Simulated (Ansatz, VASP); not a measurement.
## One calculation of KBr, two programs

```
CELL_PARAMETERS angstrom
3.29090 3.29090 0.00000
-3.29090 3.29090 0.00000
0.00000 3.29090 3.26711
ATOMIC_POSITIONS crystal
K 0.00000 0.00000 0.00000
Br 0.50000 0.50000 0.00000
```

Change from the starting cell: in-plane strain +0.005, out-of-plane length and atoms relaxed by PAW.

Alike in both runs: functional PBEsol; k mesh 6 × 6 × 6; no spin polarisation.

Ansatz relaxed the structure, and its values are those at the end. VASP's run is a single point on that final structure, the one shown.

|  | VASP | Ansatz |
| --- | --- | --- |
| version | VASP 6.6.1 | Ansatz 0.2.0 |
| potentials or method | VASP PAW PBE potentials, release 64 (K_sv, Br) | PAW with Ansatz's default frozen-core files, scalar-relativistic |
| plane-wave cutoff (eV) | 520 | 420 |
| occupations | gaussian, width 0.01 eV | fixed |
| valence electrons in the cell | 16 | 16 |

VASP gave:

```
gap on the k mesh at the Fermi level (eV) : 4.31
pressure (GPa)                            : -0.1
```

**Question.** What did Ansatz give for the same quantities?

**Answer.** gap on the k mesh at the Fermi level (eV): 4.32; pressure (GPa): -0.1.

Caveats: the PAW data sets were made with another functional, which shifts forces and pressure a little (VASP).
